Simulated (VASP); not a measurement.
# Hf (Fm-3m) in VASP: further runs

The runs below take Hf through relaxation of cell and atoms, relaxation of the atoms, with r2SCAN+D3(BJ), r2SCAN.

Everything below comes from runs of VASP 6.6.1. Logs are shortened: lines on timing, memory, paths and dates and some standing lists are left out, and cuts for length are marked.

**1. The crystal as given**

It takes space group Fm-3m (No. 225, cubic). The conventional cell has a = 4.440 Å, b = 4.440 Å, c = 4.440 Å, α = 90.00°, β = 90.00°, γ = 90.00°. Hf (site symmetry m-3m) is surrounded by 12 Hf at 3.14 Å.

This isn't the form of Hf at room conditions, which is hcp.

**2. Relaxation of cell and atoms, r2SCAN+D3(BJ)**

Input file INCAR:

```
SYSTEM = Hf
PREC = Accurate ; ENCUT = 600
EDIFF = 1E-6 ; ISMEAR = 1
SIGMA = 0.1 ; LREAL = .FALSE.
LASPH = .TRUE. ; NELM = 60
ALGO = Normal ; ISIF = 3
LWAVE = .FALSE. ; LCHARG = .FALSE.
METAGGA = R2SCAN ; LMIXTAU = .TRUE.
IVDW = 12 ; VDW_S6 = 1.0
VDW_S8 = 0.78981345 ; VDW_A1 = 0.49484001
VDW_A2 = 5.73083694 ; IBRION = 2
NSW = 40 ; EDIFFG = -0.01
```

Input file KPOINTS:

```
regular mesh
0
G
  10 10 10
  0 0 0
```

Input file POSCAR:

```
Hf
1.0
    0.0000000000      2.2200000000      2.2200000000
    2.2200000000      0.0000000000      2.2200000000
    2.2200000000      2.2200000000      0.0000000000
Hf
1
Direct
    0.0000000000      0.0000000000      0.0000000000
```

Potentials or basis: VASP PAW PBE potentials, release 64 (Hf_pv).

Launch:

```bash
$ cat potpaw_PBE.64/Hf_pv/POTCAR > POTCAR
$ mpirun -np 1 vasp_std > vasp.out
```

OUTCAR:

```text
SYSTEM = Hf
   PREC = Accurate
   ENCUT = 600
   EDIFF = 1E-6
   ISMEAR = 1
   LREAL = .FALSE.
   LASPH = .TRUE.
   NELM = 60
   ISIF = 3
   METAGGA = R2SCAN
   IVDW = 12
   IBRION = 2
   NSW = 40
   EDIFFG = -0.01
 IVDW          = 12

 ion  position               nearest neighbor table
   1  0.000  0.000  0.000-

  LATTYP: Found a face centered cubic cell.
 ALAT       =     4.4400000000

  Lattice vectors:

 A1 = (   0.0000000000,   2.2200000000,   2.2200000000)
 A2 = (   2.2200000000,   0.0000000000,   2.2200000000)
 A3 = (   2.2200000000,   2.2200000000,   0.0000000000)

Analysis of symmetry for initial positions (statically):
=====================================================================
 Subroutine PRICEL returns:
 Original cell was already a primitive cell.

 Routine SETGRP: Setting up the symmetry group for a
 face centered cubic supercell.

 Subroutine GETGRP returns: Found 48 space group operations
 (whereof 48 operations were pure point group operations)
 out of a pool of 48 trial point group operations.

The static configuration has the point symmetry O_h .

Analysis of symmetry for dynamics (positions and initial velocities):
=====================================================================
 Subroutine PRICEL returns:
 Original cell was already a primitive cell.

 Routine SETGRP: Setting up the symmetry group for a
 face centered cubic supercell.

 Subroutine GETGRP returns: Found 48 space group operations
 (whereof 48 operations were pure point group operations)
 out of a pool of 48 trial point group operations.

The dynamic configuration has the point symmetry O_h .

 Subroutine INISYM returns: Found 48 space group operations
 (whereof 48 operations are pure point group operations),
 and found     1 'primitive' translations

----------------------------------------------------------------------------------------

                                     Primitive cell

  volume of cell :      21.8821

  direct lattice vectors                    reciprocal lattice vectors
     0.000000000  2.220000000  2.220000000    -0.225225225  0.225225225  0.225225225
     2.220000000  0.000000000  2.220000000     0.225225225 -0.225225225  0.225225225
     2.220000000  2.220000000  0.000000000     0.225225225  0.225225225 -0.225225225

  length of vectors
     3.139554108  3.139554108  3.139554108     0.390101533  0.390101533  0.390101533

  position of ions in fractional coordinates (direct lattice)
     0.000000000  0.000000000  0.000000000

  ion indices of the primitive-cell ions
   primitive index   ion index
                 1           1

----------------------------------------------------------------------------------------

 KPOINTS: regular mesh

Automatic generation of k-mesh.
 Grid dimensions read from file:
 generate k-points for:   10   10   10

 Generating k-lattice:

  Cartesian coordinates                     Fractional coordinates (reciprocal lattice)
    -0.022522523  0.022522523  0.022522523     0.100000000  0.000000000  0.000000000
     0.022522523 -0.022522523  0.022522523     0.000000000  0.100000000  0.000000000
     0.022522523  0.022522523 -0.022522523     0.000000000  0.000000000  0.100000000

  Length of vectors
     0.039010153  0.039010153  0.039010153

  Shift w.r.t. Gamma in fractional coordinates (k-lattice)
     0.000000000  0.000000000  0.000000000

 Subroutine IBZKPT returns following result:
 ===========================================

 Found     47 irreducible k-points:

 Following reciprocal coordinates:
            Coordinates               Weight
  0.000000  0.000000  0.000000      1.000000
  0.100000  0.000000  0.000000      8.000000
  0.200000  0.000000  0.000000      8.000000
  0.300000  0.000000  0.000000      8.000000
  0.400000  0.000000  0.000000      8.000000
  0.500000  0.000000  0.000000      4.000000
[... 16 lines left out ...]
  0.300000  0.300000  0.000000      6.000000
  0.400000  0.300000  0.000000     24.000000
 [... further k-points ...]
   k-points           NKPTS =     47   k-points in BZ     NKDIM =     47   number of bands    NBANDS=      9
   number of dos      NEDOS =    301   number of ions     NIONS =      1
   total plane-waves  NPLWV =  21952
   dimension x,y,z NGX =    28 NGY =   28 NGZ =   28
   dimension x,y,z NGXF=    56 NGYF=   56 NGZF=   56
   ions per type =               1
   NGX,Y,Z   is equivalent  to a cutoff of  14.83, 14.83, 14.83 a.u.
   NGXF,Y,Z  is equivalent  to a cutoff of  29.65, 29.65, 29.65 a.u.
 SYSTEM =  Hf
   PREC   = accura    normal or accurate (medium, high low for compatibility)
   ISTART =      0    job   : 0-new  1-cont  2-samecut
   ICHARG =      2    charge: 1-file 2-atom 10-const
   ISPIN  =      1    spin polarized calculation?
   LNONCOLLINEAR =      F non collinear calculations
   LSORBIT =      F    spin-orbit coupling
   LASPH  =      T    aspherical Exc in radial PAW
   ENCUT  =  600.0 eV  44.10 Ry    6.64 a.u.   6.27  6.27  6.27*2*pi/ulx,y,z
   NELM   =     60;   NELMIN=  2; NELMDL= -5     # of ELM steps
   EDIFF  = 0.1E-05   stopping-criterion for ELM
   LREAL  =      F    real-space projection
   EDIFFG = -.1E-01   stopping-criterion for IOM
   NSW    =     40    number of steps for IOM
   IBRION =      2    ionic relax: 0-MD 1-quasi-New 2-CG
   NFREE  =      1    steps in history (QN), initial steepest desc. (CG)
   ISIF   =      3    stress and relaxation
   ISYM   =      2    0-nonsym 1-usesym 2-fastsym
   POTIM  = 0.5000    time-step for ionic-motion
   TEBEG  =    0.0;   TEEND  =   0.0 temperature during run
   PSTRESS=    0.0 pullay stress
   NELECT =      10.0000    total number of electrons
   NUPDOWN=      -1.0000    fix difference up-down
   EMIN   =  10.00;   EMAX   =-10.00  energy-range for DOS
   EFERMI =   0.00;   METHOD = LEGACY
   ISMEAR =     1;   SIGMA  =   0.10  broadening in eV -4-tet -1-fermi 0-gaus
   EFERMI_NEDOS =   21; number of points for ismear=-14 and -15
   IALGO  =     38    algorithm
   IMIX   =      4    mixing-type and parameters
     AMIX     =   0.40;   BMIX     =  1.00
     AMIX_MAG =   1.60;   BMIX_MAG =  1.00
  volume/ion in A,a.u.               =      21.88       147.67
  Fermi-wavevector in a.u.,A,eV,Ry     =   1.260991  2.382927 21.634588  1.590097
  Thomas-Fermi vector in A             =   2.394472
   LORBIT       =      0    0 simple, 1 ext, 2 COOP (PROOUT), +10 PAW based schemes
   METAGGA = R2SCAN    functional components
   LHFCALC =     F    Hartree Fock is set to
   AEXX    =    0.0000 exact exchange contribution
   IVDW    =    12    specifies the selected vdW correction
   LEPSILON=     F    determine dielectric tensor
   LRPA    =     F    only Hartree local field effects (RPA)
 conjugate gradient relaxation of ions
 non-spin polarized calculation
 Methfessel and Paxton  Order N= 1 SIGMA  =   0.10
  energy-cutoff  :      600.00
  volume of cell :       21.88
 maximum number of plane-waves:       745
 NGX is ok and might be reduce to    28
   NGX = 13   NGY = 13   NGZ = 13

--------------------------------------- Ionic step        1  -------------------------------------------

 number of electron      10.0000000 magnetization

 Free energy of the ion-electron system (eV)
  ---------------------------------------------------
  ext. energy  EPLUGINS =         0.00000000
  ---------------------------------------------------
  free energy    TOTEN  =       -45.06131471 eV

  energy without entropy =      -45.06065165  energy(sigma->0) =      -45.06109369

------------------------ aborting loop because EDIFF is reached ----------------------------------------

 Edisp (eV)   -0.21758

 E8    (eV) :    -0.0964

  FORCE on cell =-STRESS in cart. coord.  units (eV):
  Direction    XX          YY          ZZ          XY          YZ          ZX
  --------------------------------------------------------------------------------------
  -------------------------------------------------------------------------------------
  Total       0.02921     0.02921     0.02921     0.00000    -0.00000     0.00000
  in kB       2.13881     2.13881     2.13881     0.00000    -0.00000     0.00000
  external pressure =        2.14 kB  Pullay stress =        0.00 kB
[... 59 lines left out ...]
  energy  without entropy=      -45.2780611598  energy(sigma->0) =      -45.27862049

--------------------------------------- Ionic step        3  -------------------------------------------

 number of electron      10.0000000 magnetization

 Free energy of the ion-electron system (eV)
  ---------------------------------------------------
  ext. energy  EPLUGINS =         0.00000000
  ---------------------------------------------------
  free energy    TOTEN  =       -45.06182671 eV

  energy without entropy =      -45.06107516  energy(sigma->0) =      -45.06157620

 E-fermi :   4.7157     XC(G=0): -12.2733

 val. band max:        4.7140960158   @ k =   0.3000   0.0000   0.0000
 cond. band min:       4.7176245412   @ k =  -0.4000   0.1000   0.0000
 fundamental gap:      0.0035285254
 Fermi energy:         4.7156737465

 k-point     1 :       0.0000    0.0000    0.0000
  band No.  band energies     occupation
      1     -26.2834      2.00000
      2     -26.2834      2.00000
      3     -26.2834      2.00000
      4      -2.8774      2.00000
      5       6.3629     -0.00000
      6       6.3629     -0.00000
      7       6.3629     -0.00000
      8       9.4327      0.00000
      9       9.4327      0.00000
[... 265 lines left out ...]
 k-point    24 :       0.4000    0.3000    0.0000
  band No.  band energies     occupation
      1     -26.9726      2.00000
      2     -26.5589      2.00000
      3     -26.5296      2.00000
      4       1.2727      2.00000
      5       3.1898      2.00000
      6       5.6996     -0.00000
      7       9.2073      0.00000
      8      10.2142      0.00000
      9      11.4568      0.00000

 [... further k-points ...]

------------------------ aborting loop because EDIFF is reached ----------------------------------------

 Edisp (eV)   -0.21710

 E8    (eV) :    -0.0962

  FORCE on cell =-STRESS in cart. coord.  units (eV):
  Direction    XX          YY          ZZ          XY          YZ          ZX
  --------------------------------------------------------------------------------------
  -------------------------------------------------------------------------------------
  Total       0.00120     0.00120     0.00120    -0.00000    -0.00000    -0.00000
  in kB       0.08793     0.08793     0.08793    -0.00000    -0.00000    -0.00000
  external pressure =        0.09 kB  Pullay stress =        0.00 kB
[... 16 lines left out ...]
  FREE ENERGIE OF THE ION-ELECTRON SYSTEM (eV)
  ---------------------------------------------------
  free  energy   TOTEN  =       -45.2789259642 eV

  energy  without entropy=      -45.2781744065  energy(sigma->0) =      -45.27867544

 reached required accuracy - stopping structural energy minimisation
```

Run time: 2.7 min. Hardware: 1 thread of Intel Xeon Platinum 8259CL at 2.50GHz (Skylake/Cascade Lake), shared host; peak memory 0.19 GiB.

What came out:

- Free energy: -45.2789 eV
- Relaxed volume: 21.93 Å³/atom
- Relaxed cell: a = 3.142 Å, b = 3.142 Å, c = 3.142 Å, α = 60.00°, β = 60.00°, γ = 60.00°
- Space group after relaxing (to 0.05 Å): Fm-3m (No. 225)
- Energy gained by relaxing: 0.0 meV/atom
- Ionic steps: 3
- Pressure after relaxing: 0.0 GPa
- Band gap on the k mesh: none (metal or under the smearing width)
- Dispersion energy per atom: -0.217 eV

Final structure:
```yaml
crystal:
  lattice:
    - [0.00000, 2.22163, 2.22163]
    - [2.22163, 0.00000, 2.22163]
    - [2.22163, 2.22163, 0.00000]
  atoms:
    - { symbol: Hf, position: [0.00000, 0.00000, 0.00000] }
```

Levels at points of the mesh, in eV from the Fermi level:
```tsv
k point	band 3	band 4	band 5	band 6	band 7	band 8
(0.00, 0.00, 0.00)	-31.00	-7.59	1.65	1.65	1.65	4.72
(0.50, 0.00, 0.00)	-31.12	-3.76	0.47	1.44	1.44	6.86
(0.50, 0.50, 0.00)	-31.32	-3.38	-2.21	2.58	6.94	7.46
```

Caveat: the PAW data sets were made with another functional, which shifts forces and pressure a little; pairwise dispersion overbinds metals, which lowers pressure and volume.

**3. Relaxation of the atoms, r2SCAN (cell strained at random at fixed volume)**

Input file run.py:

```python
from ase.calculators.vasp import Vasp
from ase.io import read
from ase.optimize import FIRE

atoms = read('POSCAR')
calc = Vasp(
    directory='calc',
    xc='r2scan',
    pp='PBE',
    setups='recommended',
    prec='Accurate',
    encut=520,
    ediff=1e-06,
    ismear=1,
    sigma=0.1,
    lreal=False,
    lasph=True,
    nelm=100,
    algo='Normal',
    isif=2,
    lwave=False,
    lcharg=False,
    lmixtau=True,
    kpts=[7, 7, 7],
    gamma=True,
)
atoms.calc = calc
opt = FIRE(atoms, trajectory='relax.traj')
converged = opt.run(fmax=0.005, steps=40)
print('converged:', converged)

print('energy (eV):', atoms.get_potential_energy())
print('free energy (eV):', atoms.get_potential_energy(force_consistent=True))
print('forces (eV/A):')
print(atoms.get_forces())
print('stress (eV/A^3, Voigt):', atoms.get_stress())
print('Fermi level (eV):', calc.get_fermi_level())
print('cell (A, degrees):', atoms.cell.cellpar())
print('volume (A^3):', atoms.get_volume())
print('scaled positions:')
print(atoms.get_scaled_positions())
```

Input file POSCAR:

```
Hf
1.0
    0.0007870000      2.2052220000      2.1829960000
    2.2206890000      0.0045470000      2.1792350000
    2.2610000000      2.2417730000     -0.0357630000
Hf
1
Direct
    0.0192040000     -0.0116760000     -0.0101300000
```

Potentials or basis: VASP PAW PBE potentials, release 64 (Hf_pv).

Launch:

```bash
$ python run.py
```

It took 1.9 min on 1 thread of Intel Xeon Platinum 8259CL at 2.50GHz (Skylake/Cascade Lake), shared host; peak memory 0.17 GiB.

It converged, with:

| Quantity | Value |
| --- | --- |
| Free energy | -45.0466 eV |
| Pressure after relaxing | 2.2 GPa |
| Band gap on the k mesh | none (metal or under the smearing width) |

Stress tensor (GPa, compression positive):
```
 3.14 -1.66  1.54
-1.66  2.04  1.21
 1.54  1.21  1.37
```

Final structure:
```
Hf
1.0
     0.00079    2.20522    2.18300
     2.22069    0.00455    2.17923
     2.26100    2.24177   -0.03576
Hf
1
Direct
  0.01920 0.98832 0.98987
```

Levels at points of the mesh, in eV from the Fermi level:
| k point | band 2 | band 3 | band 4 | band 5 | band 6 | band 7 | band 8 | band 9 |
| --- | --- | --- | --- | --- | --- | --- | --- | --- |
| (0.00, 0.00, 0.00) | -31.03 | -31.02 | -7.64 | 1.31 | 1.70 | 1.80 | 4.55 | 4.82 |

Caveat: the relaxation stopped at its first step, so nothing moved; the PAW data sets were made with another functional, which shifts forces and pressure a little.

**4. The reference run**

An earlier run on the cell as given: functional PBEsol; potentials or basis VASP PAW PBE potentials, release 64 (Hf_pv); cutoff 520 eV; k mesh 10 × 10 × 10; occupations fermi-dirac, width 0.05 eV; no spin polarisation.

- Pressure: -2.1 GPa
- Band gap on the k mesh: none (metal or under the smearing width)

**5. The runs side by side**

| task | level | cell | k mesh | cutoff (eV) | smearing | optimiser | ladder | gap on the mesh (eV) | pressure (GPa) |
| --- | --- | --- | --- | --- | --- | --- | --- | --- | --- |
| relaxation of cell and atoms | r2SCAN+D3(BJ) | relaxed | 10 × 10 × 10 | 600 | methfessel-paxton 0.1 eV | - | - | none | 0.0 |
| relaxation of the atoms | r2SCAN | atoms relaxed from: cell strained at random at fixed volume | 7 × 7 × 7 | 520 | methfessel-paxton 0.1 eV | FIRE | - | none | 2.2 |
| single point | PBEsol | as given | 10 × 10 × 10 | 520 | fermi-dirac 0.05 eV | - | free | none | -2.1 |

Alike in all rows: potentials or basis VASP PAW PBE potentials, release 64 (Hf_pv); no spin polarisation.

Caveats: the PAW data sets were made with another functional, which shifts forces and pressure a little; pairwise dispersion overbinds metals, which lowers pressure and volume (some runs); the relaxation stopped at its first step, so nothing moved (some runs).

Total energies depend on the potentials used, so only differences within one code and one set of settings carry meaning.
